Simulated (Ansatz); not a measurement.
ZnSe: the gap against volume

ZnSe, F-43m, a = 5.732 Å. Ansatz: PBE, PAW, 420 eV, Γ-centred 8×8×8 mesh on 2 atoms, Gaussian smearing 0.02 eV; no spin polarisation. Symmetry fixes shape and atoms, so the cell is only scaled; x = ln(V/V0) with V0 = 23.539 Å³/atom. The gap is read at the mesh points alone.

```
      x gap y (eV)
-0.0619       1.402
-0.0305       1.275
 0.0000       1.154
 0.0296       1.041
 0.0583           ?
```

**Question.** Fit a straight line to the other rows, give the volume deformation potential of the gap and its pressure coefficient, and predict the missing gap. B0 = 56.7 GPa.

**Answer.** Means x = -0.01570, y = 1.2180; Σ(Δx)² = 0.004652, ΣΔxΔy = -0.01837; the slope is their ratio. y = 1.156 − 3.948 x. The slope is the deformation potential a = dE_g/d ln V = -3.95 eV, and dE_g/dP = −a/B0 = 69.6 meV/GPa. At x = 0.0583 the fit asked for gives 0.926 eV. The run gave 0.933 eV, so the fit is 0.007 eV too low, 1.5 % of the span of the series, against an rms of 0.002 eV on the fitted rows. The row lies outside the fitted range. With a term in x² added, a fit to the same known rows predicts 0.934 eV, so most of the miss is curvature that the known rows already hold.

Spin-orbit coupling is left out; it would lift a valence top of Se p states by 0.1 to 0.15 eV. Semilocal functionals give gaps under the measured ones; changes of the gap mostly carry over better.